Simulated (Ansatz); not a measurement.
# HfH2: the cost of one run

Program: Ansatz 0.2.0. Level of theory: DFT PBE, scalar-relativistic, plane waves, PAW. These are calculated values, not measurements.

## 1. The system as given

It takes space group P4mm (No. 99, tetragonal). The conventional cell has a = 4.062 Å, b = 4.062 Å, c = 5.176 Å, α = 90.00°, β = 90.00°, γ = 90.00°. Hf (site symmetry 4mm) has 4 H at 2.04 Å as nearest neighbours. Hf (site symmetry 4mm) has 8 H at 2.43 Å as nearest neighbours. H (site symmetry m) is surrounded by 3 H at 1.66 to 1.70 Å and 1 Hf at 2.04 Å.

Structure file:

```cif
data_structure
_symmetry_space_group_name_H-M 'P4mm'
_symmetry_Int_Tables_number 99
_cell_length_a 4.0618
_cell_length_b 4.0618
_cell_length_c 5.1763
_cell_angle_alpha 90.000
_cell_angle_beta 90.000
_cell_angle_gamma 90.000
_cell_volume 85.40
loop_
_atom_site_label
_atom_site_type_symbol
_atom_site_symmetry_multiplicity
_atom_site_Wyckoff_symbol
_atom_site_fract_x
_atom_site_fract_y
_atom_site_fract_z
_atom_site_occupancy
Hf1 Hf 1 b 0.50000 0.50000 0.42330 1
Hf2 Hf 1 a 0.00000 0.00000 0.94403 1
H1 H 4 f 0.20390 0.50000 0.74231 1
```

A structure generator made this guess: random cell by space group and Wyckoff sites (P4mm, No. 99). Lengths come from tabulated atomic sizes and are only a guess.

## 2. Probe: one point on a coarse mesh

Contents of input.yaml:

```yaml
crystal:
  lattice:
    - [4.06178107, 0.0, 0.0]
    - [0.0, 4.06178107, 0.0]
    - [0.0, 0.0, 5.17632729]
  atoms:
    - { symbol: Hf, position: [0.5, 0.5, 0.42329513] }
    - { symbol: Hf, position: [0.0, 0.0, 0.94402802] }
    - { symbol: H, position: [0.20390359, 0.5, 0.7423132] }
    - { symbol: H, position: [0.79609641, 0.5, 0.7423132] }
    - { symbol: H, position: [0.5, 0.20390359, 0.7423132] }
    - { symbol: H, position: [0.5, 0.79609641, 0.7423132] }
basis:
  ecutwfc: 420
kpoints:
  mp_grid: { grid: [4, 4, 4] }
hamiltonian:
  xc: pbe
scf:
  occupations: { method: gaussian, width: 0.1 }
  lower_state_search: "off"
output:
  forces: true
  stress: true
  eigenvalues: true
```

Started as:

```sh
> ansatz run input.yaml --threads 1 --pin off --max-ram 2560MiB --backend cpu --events-out ev --progress --plain --runs-dir out
```

What time and memory should one allow on 1 thread of Intel Xeon Platinum 8259CL at 2.50GHz (Skylake/Cascade Lake), shared host?

About 5.1 s, with a peak of 0.37 GiB.
